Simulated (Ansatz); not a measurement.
The system is BeTe.

```
CELL_PARAMETERS angstrom
0.00000 2.77000 2.77000
2.77000 0.00000 2.77000
2.77000 2.77000 0.00000
ATOMIC_POSITIONS crystal
Te 0.75000 0.75000 0.75000
Be 0.00000 0.00000 0.00000
```

Base run:

* Program: Ansatz 0.2.0
* Functional: PBE
* Potentials or basis: all-electron LAPW, scalar-relativistic
* Cutoff: 193 eV (chosen from the basis error)
* Basis error allowed: 0.003 eV/atom
* k mesh: 5 × 5 × 5
* Occupations: fermi-dirac, width 0.03 eV
* Spin: no spin polarisation

Its results: band gap on the k mesh 1.98 eV, indirect (least direct gap 3.58 eV); pressure 4.4 GPa.

Question: The run is repeated on the same cell with these changes: basis error allowed from 0.003 eV/atom to 0.002 eV/atom; k mesh from 5 × 5 × 5 to 6 × 6 × 6. What comes out?

Answer: Band gap on the k mesh 1.86 eV, indirect (least direct gap 3.58 eV); pressure 4.3 GPa.

Caveats: spin-orbit coupling is left out, which moves the levels of the heavy elements; an odd mesh through Γ misses points on the zone boundary, where band edges often lie (some runs).
